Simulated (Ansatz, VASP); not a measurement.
**One calculation of CuO, two programs**

Contents of INCAR:

```
SYSTEM = CuO
PREC = Accurate
ENCUT = 520
EDIFF = 1E-6
ISMEAR = -1
SIGMA = 0.05
LREAL = .False.
LASPH = .True.
NELM = 80
ALGO = Normal
ISIF = 2
LWAVE = .False.
LCHARG = .False.
GGA = PS
NBANDS = 25
```

The input KPOINTS:

```
Automatic mesh
0
Gamma
  9 9 5
  0 0 0
```

The input POSCAR:

```
CuO
1.0
    2.8405840181      0.0000000000      0.0000000000
    0.0385446830      2.8403655272      0.0000000000
    0.0172589332      0.0170118330      5.1063800938
Cu O
2 2
Direct
    0.0000000000      0.5000000000      0.0000000000
    0.5000000000      0.0000000000      0.5000000000
    0.9984239700      0.0016717800      0.7498871000
    0.0015760300      0.9983282200      0.2501129000
```

File input.yaml:

```yaml
crystal:
  lattice:
    - [2.8405840181, 0.0, 0.0]
    - [0.038544683, 2.8403655272, 0.0]
    - [0.0172589332, 0.017011833, 5.1063800938]
  atoms:
    - { symbol: Cu, position: [0.0, 0.5, 0.0] }
    - { symbol: Cu, position: [0.5, 0.0, 0.5] }
    - { symbol: O, position: [0.99842397, 0.00167178, 0.7498871] }
    - { symbol: O, position: [0.00157603, 0.99832822, 0.2501129] }
hamiltonian:
  xc: pbesol
  pseudopotentials: { kind: paw }
kpoints:
  mp_grid: { grid: [9, 9, 5] }
scf:
  occupations: { method: fermi_dirac, width: 0.05 }
output:
  forces: true
  stress: true
  eigenvalues: true
  write_density: true
  write_potential: true
  elf: true
  volumetric_format: npy
```

The cell comes from a database or a generator and needn't be the stable form of this composition.

Alike in both runs: task single point; functional PBEsol; k mesh 9 × 9 × 5; occupations fermi-dirac, width 0.05 eV; no spin polarisation.

|  | VASP | Ansatz |
| --- | --- | --- |
| version | VASP 6.6.1 | Ansatz 0.2.0 |
| potentials or method | VASP PAW PBE potentials, release 64 (Cu, O) | Ansatz PAW |
| plane-wave cutoff (eV) | 520 | 420 |
| valence electrons in the cell | 34 | 50 |

```csv
,VASP,Ansatz,Ansatz less VASP
gap on the k mesh at the Fermi level (eV),none,none,-
pressure (GPa),6.2,5.4,-0.84
largest component of the traceless stress (GPa),0.33,0.69,+0.362
rms of the force components (eV/Å),0.005,0.005,-0.0004
```

Atom by atom the forces differ by 0.001 eV/Å (rms over components). A gap of «none» marks a metal or a gap that the smearing closes. With one functional, cell and mesh, what is left measures potentials, basis and numerics. The two sets of potentials don't hold the same shells in valence.

Caveats: the run has no spin polarisation, though such a crystal can be magnetic; semilocal functionals often make such compounds metallic where correlation or magnetic order opens a gap, which also shifts bond lengths; the PAW data sets were made with another functional, which shifts forces and pressure a little (VASP); the pressure holds a Pulay correction of +0.7 GPa for the finite cutoff (Ansatz); the PAW data sets come from PBE, with cores solved anew for the run's functional, which leaves a small shift of forces and pressure (Ansatz).
